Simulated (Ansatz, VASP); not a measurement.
One calculation of Nb, two programs

INCAR

```
ALGO     = Normal         # electronic algorithm
EDIFF    = 1E-6           # SCF threshold, eV
ENCUT    = 520            # plane-wave cutoff, eV
GGA      = PE             # functional
ISIF     = 2              # what is computed and relaxed
ISMEAR   = -1             # smearing method
LASPH    = True           # aspherical terms in the spheres
LCHARG   = False          # write CHGCAR
LREAL    = False          # projectors in reciprocal space
LWAVE    = False          # write WAVECAR
NBANDS   = 12             # bands
NELM     = 80             # most SCF steps
PREC     = Accurate       # precision mode
SIGMA    = 0.1            # smearing width, eV
```

The input KPOINTS:

```
k-points
0
Gamma
  3 3 3
```

The input POSCAR:

```
Nb
1.0
   -1.6547957147      1.6547957147      1.6547957147
    1.6547957147     -1.6547957147      1.6547957147
    1.6547957147      1.6547957147     -1.6547957147
Nb
1
Direct
    0.0000000000      0.0000000000      0.0000000000
```

Input for Ansatz:

```yaml
crystal:
  lattice:
    - [-1.6547957147, 1.6547957147, 1.6547957147]
    - [1.6547957147, -1.6547957147, 1.6547957147]
    - [1.6547957147, 1.6547957147, -1.6547957147]
  atoms:
    - { symbol: Nb, position: [0.0, 0.0, 0.0] }
hamiltonian:
  xc: pbe
  pseudopotentials:
    kind: paw
    azcp:
      Nb: "pseudopotentials/Nb.paw.azcp"
basis:
  ecutwfc: 420
  fft_grid_basis: typed
kpoints:
  mp_grid: { grid: [3, 3, 3], shift: [0, 0, 0] }
magnetization:
  spin_polarized: false
scf:
  occupations: { method: fermi_dirac, width: 0.1 }
  lower_state_search: "off"
output:
  stress: true
  write_density: true
  write_potential: true
  elf: true
  volumetric_format: npy
```

Alike in both runs: task single point; functional PBE; k mesh 3 × 3 × 3; occupations fermi-dirac, width 0.1 eV; no spin polarisation.

|  | VASP | Ansatz |
| --- | --- | --- |
| version | VASP 6.6.1 | Ansatz 0.2.0 |
| potentials or method | VASP PAW PBE potentials, release 64 (Nb_sv) | plane waves (420 eV) with PAW, scalar-relativistic |
| plane-wave cutoff (eV) | 520 | 420 |
| valence electrons in the cell | 13 | 13 |

|  | VASP | Ansatz | Ansatz less VASP |
| --- | --- | --- | --- |
| pressure (GPa) | -0.9 | -0.7 | +0.20 |

With one functional, cell and mesh, what is left measures potentials, basis and numerics.

Caveats: the k mesh is coarse (spacing up to 0.89 Å⁻¹), so the values aren't converged.
